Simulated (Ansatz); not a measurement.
Level of theory: DFT, PBE, scalar-relativistic, no spin polarisation; plane waves to 420 eV with PAW datasets (Ansatz 0.2.0), 8×8×8 k-mesh, Gaussian smearing of 0.05 eV; PAW files: Ansatz's generated set soft_2.

A crystal of composition XTe, relaxed at this level of theory, gives this pattern between 10° and 80°.

Cu Kα1 powder pattern (kinematic, no thermal factors).
| 2θ (°) | relative intensity |
| --- | --- |
| 22.18 | 7 |
| 31.56 | 100 |
| 38.91 | 2 |
| 45.24 | 19 |
| 50.94 | 4 |
| 56.21 | 40 |
| 65.91 | 12 |
| 70.47 | 2 |
| 74.91 | 17 |
| 79.26 | 1 |

Question: Which lattice and cell does the pattern come from?

Answer: Cubic, space group Pm-3m (No. 221), a = 4.005 Å, b = 4.005 Å, c = 4.005 Å, α = 90.00°, β = 90.00°, γ = 90.00°. The line positions fix the lattice at most, not the space group, and lines under 1 % of the strongest aren't listed; this is the group of the computed cell.

The calculation on XTe, where X is one element, gave:

```yaml
Band_gap: zero (metallic)
Density_of_states_at_the_Fermi_level: about 0.5 states/(eV·atom)
Bader_charges: X 0.67; Te -0.67 e
Formation_energy_from_the_elements_0_K_uncorrected: -0.18 eV/atom
Bulk_modulus_Birch–Murnaghan: 41 GPa
```

Sites: X on 1a, Te on 1b.

Question: Which element is X?
A. Bi
B. Pb
C. Tl
D. Hg

Answer: B. X is Pb, so the compound is PbTe.

The start was a prototype's sites filled with these elements. The Crystallography Open Database lists the compound in space group Fm-3m (rock salt), so this is a trial structure.

Spin–orbit coupling, which matters for such heavy elements, is left out. A displaced or strained copy of the relaxed cell lay 0.7 meV/atom lower, so on this mesh the structure isn't a minimum; in a metal a finer mesh can change so small a difference.
